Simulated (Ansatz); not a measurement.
# Te2Pt: the cost of one run

Computed with Ansatz 0.2.0 (DFT PBEsol, scalar-relativistic, plane waves, PAW, unless a step's input says otherwise).

The COD entry's cell or inner coordinates are ideal or old and differ from later refinements, so a difference from it is no clean test against experiment.

16 further runs of the same task are left out: 16 set aside as unsound or not needed.

## (1) The structure to begin with

It takes space group P-3m1 (No. 164, trigonal). Conventional cell: a = 4.045 Å, b = 4.045 Å, c = 5.137 Å, α = 90.00°, β = 90.00°, γ = 120.00°. Te (site symmetry 3m) is surrounded by 3 Pt at 2.70 Å. Pt (site symmetry -3m) has 6 Te at 2.70 Å as nearest neighbours.

Structure file:

```
Te Pt
1.0
     4.04457    0.00000    0.00000
    -2.02228    3.50270    0.00000
     0.00000    0.00000    5.13743
Te Pt
2 1
Cartesian
  0.0000 2.3351 1.3461
  2.0223 1.1676 3.7913
  0.0000 0.0000 0.0000
```

It is the result of an earlier relaxation at this level (volume 24.26 Å³/atom; gap on the mesh: none (metal)).

## (2) Plan of the scan

Atoms count from 1 in the order of the input.

The energy is mapped over a free internal coordinate and the cell.

First coordinate, shift of Te1 along [0 0 1], its symmetry partners moved as symmetry demands (measured in the relaxed cell): 7 values from −0.323 Å. Second coordinate, volume per atom at fixed shape: 7 values from 22.32 to 26.20 Å³.

Nothing else is relaxed (all other coordinates fixed). Energies count from the relaxed crystal. Points are written as (first, second).

## (3) Point (0.323 Å, 22.32 Å³)

The input, input.yaml:

```yaml
crystal:
  lattice:
    - [3.933723066, 0.0, 0.0]
    - [-1.966861533, 3.4067041066, 0.0]
    - [0.0, 0.0, 4.996630661]
  atoms:
    - { symbol: Te, position: [0.3333333333, 0.6666666667, 0.3248990818] }
    - { symbol: Te, position: [0.6666666667, 0.3333333333, 0.6751009182] }
    - { symbol: Pt, position: [0.0, 0.0, 0.0] }
basis:
  ecutwfc: 420
kpoints:
  mp_grid: { grid: [12, 12, 8] }
hamiltonian:
  xc: pbesol
scf:
  occupations: { method: gaussian, width: 0.15 }
output:
  forces: true
  stress: true
  eigenvalues: true
```

On the command line:

```bash
ansatz run input.yaml --threads 1 --pin off --max-ram 2048MiB --backend cpu --events-out ev --progress --plain --runs-dir out
```

**Question.** How long does this run take on 1 thread of Arm Neoverse V2, shared host, and how much memory does it need?

About 10 s, with a peak of 0.46 GiB.
